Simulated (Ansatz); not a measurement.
A surface is cut from this relaxed crystal of Si2Mo:

```
Si Mo
1.0
    -1.60842    1.60842    3.93651
     1.60842   -1.60842    3.93651
     1.60842    1.60842   -3.93651
Si Mo
2 1
Direct
  0.33510 0.33510 0.00000
  0.66490 0.66490 0.00000
  0.00000 0.00000 0.00000
```

Miller indices refer to the conventional cell of I4/mmm (No. 139), a = 3.217 Å, b = 3.217 Å, c = 7.873 Å, α = 90.00°, β = 90.00°, γ = 90.00°.

The (001) slab of 9 planes, 10.5 Å thick with 15 Å of vacuum as cut; outer planes Si (top) and Si (bottom).

These are results of DFT PBE, scalar-relativistic, plane waves, PAW in Ansatz, not measurements. Settings: cutoff 420 eV, Γ-centred mesh 11×11×1 on the computed 9-atom cell, Gaussian smearing of 0.10 eV; no spin polarisation. A dipole correction removes the field between periodic images along c.

Results for the relaxed slab:

| Item | Value |
| --- | --- |
| Surface energy (mean of both faces) | 2.31 J/m² |
| Work function | 4.45 eV |

Relaxation lowers the energy by 0.049 J/m² a face; the largest move is 0.105 Å.

```
plane (bottom to top) atoms spacing to next, bulk (Å) relaxed (Å) change (%)
                    1     Si                      1.298        1.221        -6.0
                    2     Mo                      1.298        1.288        -0.8
                    3     Si                      1.340        1.309        -2.3
                    4     Si                      1.298        1.312        +1.1
                    5     Mo                      1.298        1.312        +1.1
                    6     Si                      1.340        1.309        -2.3
                    7     Si                      1.298        1.288        -0.8
                    8     Mo                      1.298        1.221        -6.0
                    9     Si
```